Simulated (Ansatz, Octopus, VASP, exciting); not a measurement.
## MgI2: 5 runs at one level of theory

```
CELL_PARAMETERS angstrom
4.14000 0.00000 0.00000
-2.07000 3.58535 0.00000
0.00000 0.00000 6.88000
ATOMIC_POSITIONS crystal
I 0.66667 0.33333 0.75000
I 0.33333 0.66667 0.25000
Mg 0.00000 0.00000 0.00000
```

Alike in all runs: task single point; functional PBEsol; k mesh 8 × 8 × 4; occupations fermi-dirac, width 0.05 eV; no spin polarisation; no spin-orbit coupling. Pressure is positive in compression and, in plane waves, holds the error of the finite cutoff, which Ansatz's Pulay term estimates and takes out.

```tsv
program and potentials	plane-wave cutoff (eV)	notes	pressure (GPa)	largest force (eV/Å)
Ansatz, Ansatz PAW	420	potentials made for PBE, which Ansatz adapts in part; 14.67 valence electrons an atom on average	-0.81	0.295
exciting, all-electron LAPW+lo, shipped species files, valence relativity iora*	-	-	-	0.281
Octopus, pseudodojo_pbesol (PseudoDojo 0.4, PBEsol)	-	8 valence electrons an atom on average	-	0.286
Ansatz, all-electron LAPW, scalar-relativistic	-	-	-0.82	0.296
VASP, PBE PAW files I, Mg, 520 eV	520	potentials made for PBE; 5.33 valence electrons an atom on average	?	?
```

Q: Estimate from the other rows what the run with VASP, PBE PAW files I, Mg, 520 eV gave.

A: Pressure -0.84 GPa; largest force 0.300 eV/Å. The other rows, which needn't bracket it: pressure -0.82 to -0.81; largest force 0.281 to 0.296.
